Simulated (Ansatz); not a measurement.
Gd, 1 atom in the cell. The structure is cubic, space group Im-3m (No. 229). The conventional cell has a = 4.050 Å, b = 4.050 Å, c = 4.050 Å, α = 90.00°, β = 90.00°, γ = 90.00°. Around Gd (site symmetry m-3m) lie 8 Gd at 3.51 Å. This isn't the form of Gd at room conditions, which is hcp.

```yaml
Program: Ansatz 0.2.0
Task: single point
Functional: PBE
Potentials_or_basis: Ansatz PAW
Cutoff: "420 eV (not typed: the program's choice for these potentials)"
k_mesh: 9 × 9 × 9
Occupations: fermi-dirac, width 0.05 eV
Spin: collinear spin, random start
Starting_moments: "[2.01] μB"
```

Potentials or basis: Ansatz PAW.

The run is started by

```console
$ ansatz run input.yaml --threads 2 --pin off --max-ram 5632MiB --backend cpu --events-out ev --progress --plain --runs-dir out
```

Hardware: 2 threads of Arm Neoverse V1, on a shared host.

How long does it take, and how much memory?

It took 2.3 s on 2 threads of Arm Neoverse V1 (shared host), peak memory 0.33 GiB. Counts: scf iterations 10, plane waves 627, k points 35, bands 16.
